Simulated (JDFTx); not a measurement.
The system is TiO2.

```
Ti O
1.0
     4.59984    0.00000    0.00000
     0.00000    4.59984    0.00000
     0.00000    0.00000    2.95921
Ti O
2 4
Direct
  0.00000 0.00000 0.50000
  0.50000 0.50000 0.00000
  0.30432 0.30432 0.50000
  0.19568 0.80432 0.00000
  0.80432 0.19568 0.00000
  0.69568 0.69568 0.50000
```

The cell is a database's computed one.

- Program: JDFTx 1.7.0 (patched build)
- Task: single point
- Functional: PBEsol
- Potentials or basis: PseudoDojo-SR-PBEsol-0.4.1-standard with smoothed tails
- Cutoff: 1143 eV
- Density cutoff: 9143 eV
- k mesh: 6 × 6 × 9
- Occupations: fermi-dirac, width 0.05 eV
- Spin: no spin polarisation

On this cell: pressure -3.3 GPa; largest force 0.085 eV/Å; band gap on the k mesh 1.85 eV, direct.

The same run follows on a disturbed copy (atoms moved at random, drawn with an rms of 0.05 Å):

```xyz
6
Lattice="4.5998 0.0000 0.0000 0.0000 4.5998 0.0000 0.0000 0.0000 2.9592" Properties=species:S:1:pos:R:3 pbc="T T T"
Ti   -0.0329    0.0348    1.4720
Ti    2.2625    2.3487   -0.0103
O     1.4100    1.3962    1.4689
O     0.8706    3.7160    0.0144
O     3.6592    0.8931    0.0208
O     3.2157    3.2459    1.5089
```

What does the disturbed cell give?

The energy moves by +6.1 meV/atom; pressure -3.5 GPa; largest force 0.895 eV/Å; band gap on the k mesh 1.78 eV, indirect (least direct gap 1.80 eV).

Forces on the atoms (eV/Å):
```
Ti  -0.052  0.085  0.001
Ti   0.042 -0.090 -0.036
O    0.117  0.509  0.250
O    0.297 -0.171  0.004
O    0.208  0.305 -0.078
O   -0.611 -0.639 -0.139
```

Stress tensor (GPa, compression positive):
```
-2.74  0.15 -0.28
 0.15 -2.89 -0.52
-0.28 -0.52 -4.72
```

Caveats: an odd mesh through Γ misses points on the zone boundary, where band edges often lie.
